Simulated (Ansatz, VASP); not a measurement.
**One calculation of Ti, two programs**

```
Ti
1.0
    -1.65693    1.65693    1.65693
     1.65693   -1.65693    1.65693
     1.65693    1.65693   -1.65693
Ti
1
Cartesian
  0.0000 0.0000 0.0000
```

Alike in both runs: task single point; functional PBEsol; k mesh 18 × 18 × 18; occupations gaussian, width 0.1 eV; no spin polarisation.

|  | VASP | Ansatz |
| --- | --- | --- |
| version | VASP 6.6.1 | Ansatz 0.2.0 |
| potentials or method | VASP PAW PBE potentials, release 64 (Ti_sv) | scalar-relativistic, plane waves, PAW |
| plane-wave cutoff (eV) | 520 | 420 |
| valence electrons in the cell | 12 | 12 |

Ansatz gave:

| Property | Result |
| --- | --- |
| gap on the k mesh at the Fermi level (eV) | none |
| pressure (GPa) | -9.2 |

Q: What did VASP give for the same quantities?

A: gap on the k mesh at the Fermi level (eV): none; pressure (GPa): -9.4.

A gap of «none» marks a metal or a gap that the smearing closes.

Caveats: the PAW data sets were made with another functional, which shifts forces and pressure a little (VASP).
